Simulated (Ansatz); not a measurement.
Set up this calculation in Ansatz 0.2.0, as the native input.

```yaml
Task: relaxation of cell and atoms
Functional: BLYP
Dispersion: D3(BJ)
Potentials_or_basis: Ansatz PAW
Cutoff: "420 eV (not typed: the program's choice for these potentials)"
k_mesh: 10 × 10 × 8
Occupations: fermi-dirac, width 0.05 eV
Spin: no spin polarisation
```

The system is MoP.

```
Mo P
1.0
     3.22300    0.00000    0.00000
    -1.61150    2.79120    0.00000
     0.00000    0.00000    3.19100
Mo P
1 1
Direct
  0.00000 0.00000 0.00000
  0.33333 0.66667 0.50000
```

These files were run (other wordings do the same):

input.yaml

```yaml
crystal:
  lattice:
    - [3.223, 0.0, 0.0]
    - [-1.6115, 2.7911998764, 0.0]
    - [0.0, 0.0, 3.191]
  atoms:
    - { symbol: Mo, position: [0.0, 0.0, 0.0] }
    - { symbol: P, position: [0.3333333333, 0.6666666667, 0.5] }
hamiltonian:
  xc: blyp
  pseudopotentials: { kind: paw }
  dispersion: d3bj
kpoints:
  mp_grid: { grid: [10, 10, 8] }
scf:
  occupations: { method: fermi_dirac, width: 0.05 }
output:
  forces: true
  stress: true
relax:
  f_tol: 0.01
  max_steps: 40
  cell: { stress_tol: 0.05 }
```

Potentials or basis: Ansatz PAW.

Launch:

```bash
$ ansatz run input.yaml --threads 2 --pin off --max-ram 5632MiB --backend cpu --events-out ev --progress --plain --runs-dir out
```

Results of the run:

- Relaxed volume: 14.17 Å³/atom
- Relaxed cell: a = 3.210 Å, b = 3.210 Å, c = 3.174 Å, α = 90.00°, β = 90.00°, γ = 120.00°
- Space group after relaxing (to 0.05 Å): P-6m2 (No. 187)
- Energy gained by relaxing: 1.8 meV/atom
- Ionic steps: 5
- Pressure after relaxing: 0.0 GPa

Caveat: the plane-wave basis is chosen anew once the cell has moved, so the energies of steps on either side of that aren't comparable; the PAW data sets come from PBE, with cores solved anew for the run's functional, which leaves a small shift of forces and pressure.

It took 24 s on 2 threads of Intel(R) Xeon(R) Processor @ 2.50GHz (Skylake/Cascade Lake), with other jobs on the host, peak memory 0.36 GiB.
